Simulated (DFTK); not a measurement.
# Pb (Fm-3m) in DFTK: reference runs

Reference runs on Pb: the cell as given and a disturbed copy.

Everything below comes from runs of DFTK 0.8.2. Logs are shortened: lines on timing, memory, paths and dates and some standing lists are left out, and cuts for length are marked.

## Step 1: The crystal as given

The structure is cubic, space group Fm-3m (No. 225). Conventional cell: a = 4.950 Å, b = 4.950 Å, c = 4.950 Å, α = 90.00°, β = 90.00°, γ = 90.00°. Pb (site symmetry m-3m) is surrounded by 12 Pb at 3.50 Å.

## Step 2: Single point, PBEsol

run.jl reads:

```julia
using DFTK
using PseudoPotentialData
using Unitful, UnitfulAtomic
using LinearAlgebra, Printf
include("save.jl")
disable_threading()

# lattice vectors are the columns
lattice = austrip(1u"Å") * [           0.0        2.47502        2.47502;
                  2.47502            0.0        2.47502;
                  2.47502        2.47502            0.0]
symbols   = [:Pb]
positions = [[0.0, 0.0, 0.0]]
pseudopotentials = PseudoFamily("dojo.nc.sr.pbesol.v0_4_1.standard.upf")
elements = Dict(s => ElementPsp(s, pseudopotentials) for s in unique(symbols))
atoms    = [elements[s] for s in symbols]

build_model(lattice, positions; symmetries=true) =
    model_DFT(lattice, atoms, positions;
              functionals=PBEsol(),
              temperature=austrip(0.05u"eV"),
              smearing=Smearing.FermiDirac(),
              symmetries)
Ecut  = 34.0  # hartree
kgrid = [9, 9, 9]
tol   = 1e-6
to_GPa = ustrip(uconvert(u"GPa", 1u"hartree/bohr^3"))

model = build_model(lattice, positions)
basis = PlaneWaveBasis(model; Ecut, kgrid)
display(basis)
scfres = self_consistent_field(basis;
                               tol,
                               nbandsalg=AdaptiveBands(model; n_bands_converge=12))
display(scfres.energies)
@printf "Fermi level: %.6f eV\n" ustrip(auconvert(u"eV", something(scfres.εF, NaN)))
forces = compute_forces_cart(scfres)
println("Forces (eV/Å)")
for (s, f) in zip(symbols, forces)
    @printf "%-3s %12.6f %12.6f %12.6f\n" s ustrip.(auconvert.(u"eV/Å", f))...
end
stress = compute_stresses_cart(scfres)
println("Stress (GPa)")
display(round.(stress * to_GPa; digits=4))
println("Levels at the first k-point (eV): ", round.(ustrip.(auconvert.(u"eV", scfres.eigenvalues[1][1:scfres.n_bands_converge])); digits=4))
save_scf!(scfres; forces, stress)
```

Potentials or basis: dojo.nc.sr.pbesol.v0_4_1.standard.upf (PBEsol).

Launch:

```
$ julia --threads=1 run.jl  # save.jl only writes the numbers to a file and isn't shown; printed stress counts tension as positive; times include loading and compiling
```

Standard output:

```text
PlaneWaveBasis discretization:

    Ecut                 : 34.0 Ha
    fft_size             : (40, 40, 40), 64000 total points
    kgrid                : MonkhorstPack([9, 9, 9])
    num.   red. kpoints  : 729
    num. irred. kpoints  : 35

    Discretized Model(gga_x_pbe_sol+gga_c_pbe_sol, 3D):
        lattice (in Bohr)    : [0         , 4.67711   , 4.67711   ]
                               [4.67711   , 0         , 4.67711   ]
                               [4.67711   , 4.67711   , 0         ]
        unit cell volume     : 204.63 Bohr³

        atoms                : Pb
        pseudopot. family    : PseudoFamily("dojo.nc.sr.pbesol.v0_4_1.standard.upf")

        num. electrons       : 14
        spin polarization    : none
        temperature          : 0.0018375 Ha
        smearing             : DFTK.Smearing.FermiDirac()

        terms                : Kinetic()
                               AtomicLocal()
                               AtomicNonlocal()
                               Ewald(nothing)
                               PspCorrection()
                               Hartree()
                               Xc(gga_x_pbe_sol, gga_c_pbe_sol)
                               Entropy()
n     Energy            log10(ΔE)   log10(Δρ)   Diag   Δtime
---   ---------------   ---------   ---------   ----   ------
  1   -70.26777670791                   -1.40    5.2    7.80s
  2   -70.27004202622       -2.64       -1.89    1.0    3.24s
  3   -70.27014699601       -3.98       -2.18    2.8    4.84s
  4   -70.27014937794       -5.62       -2.73    1.1    3.56s
  5   -70.27015193379       -5.59       -3.31    2.4    4.21s
  6   -70.27015213951       -6.69       -3.46    2.3    4.68s
  7   -70.27015220851       -7.16       -4.28    1.0    2.66s
  8   -70.27015221235       -8.42       -4.60    2.5    4.90s
  9   -70.27015221268       -9.47       -5.26    1.2    4.39s
 10   -70.27015221272      -10.49       -5.72    2.5    4.89s
 11   -70.27015221272      -11.71       -7.15    2.0    4.67s
Energy breakdown (in Ha):
    Kinetic             34.4586284
    AtomicLocal         -38.1734568
    AtomicNonlocal      -14.3124648
    Ewald               -48.0335600
    PspCorrection       3.0327123
    Hartree             12.5705899
    Xc                  -19.8124868
    Entropy             -0.0001143

    total               -70.270152212719
Fermi level: 5.189653 eV
Forces (eV/Å)
Pb      0.000000    -0.000000    -0.000000
Stress (GPa)
3×3 StaticArraysCore.SMatrix{3, 3, Float64, 9} with indices SOneTo(3)×SOneTo(3):
  0.5872  0.0     0.0
 -0.0     0.5872  0.0
  0.0     0.0     0.5872
Levels at the first k-point (eV): [-11.6775, -11.6775, -11.6775, -11.5362, -11.5362, -6.4298, 12.7605, 12.7605, 12.7605, 15.4129, 16.6303, 17.8191]
```

Run time: 2.4 min. Hardware: 1 thread of AMD EPYC 7R43 (Zen 3), shared host; peak memory 1.5 GiB.

What came out:

* Free energy: -1912.1483 eV
* Pressure: -0.6 GPa
* Band gap on the k mesh: none (metal or under the smearing width)

Levels at points of the mesh, in eV from the Fermi level:
```csv
k point,band 5,band 6,band 7,band 8,band 9,band 10
"(0.00, 0.00, 0.00)",-16.73,-11.62,7.57,7.57,7.57,10.22
```

Spin-orbit coupling is left out, which matters for the levels of Pb.

## Step 3: Single point, PBEsol (cell strained at random at fixed volume)

Changes to run.jl since step 2:

```diff
@@ -8,7 +8,7 @@
 # lattice vectors are the columns
-lattice = austrip(1u"Å") * [           0.0        2.47502        2.47502;
-                  2.47502            0.0        2.47502;
-                  2.47502        2.47502            0.0]
+lattice = austrip(1u"Å") * [     -0.006963       2.447587       2.453824;
+                 2.469684      -0.026983       2.495941;
+                 2.448429       2.468449       -0.03322]
 symbols   = [:Pb]
-positions = [[0.0, 0.0, 0.0]]
+positions = [[-0.012365, 0.007087, 0.01656]]
 pseudopotentials = PseudoFamily("dojo.nc.sr.pbesol.v0_4_1.standard.upf")
```

Potentials or basis: dojo.nc.sr.pbesol.v0_4_1.standard.upf (PBEsol).

Launch:

```
$ julia --threads=1 run.jl  # save.jl only writes the numbers to a file and isn't shown; printed stress counts tension as positive; times include loading and compiling
```

Run time: 25 min. Hardware: 1 thread of AMD EPYC 7R43 (Zen 3), shared host; peak memory 4.1 GiB.

Results (log left out):

- Free energy: -1912.1464 eV
- Pressure: -0.6 GPa
- Band gap on the k mesh: none (metal or under the smearing width)

Stress tensor (GPa, compression positive):
```
-0.36 -0.01  0.17
-0.01 -0.74  0.73
 0.17  0.73 -0.57
```

Levels at points of the mesh, in eV from the Fermi level:
```csv
k point,band 5,band 6,band 7,band 8,band 9,band 10
"(0.00, 0.00, 0.00)",-16.72,-11.63,7.33,7.53,7.82,10.25
```
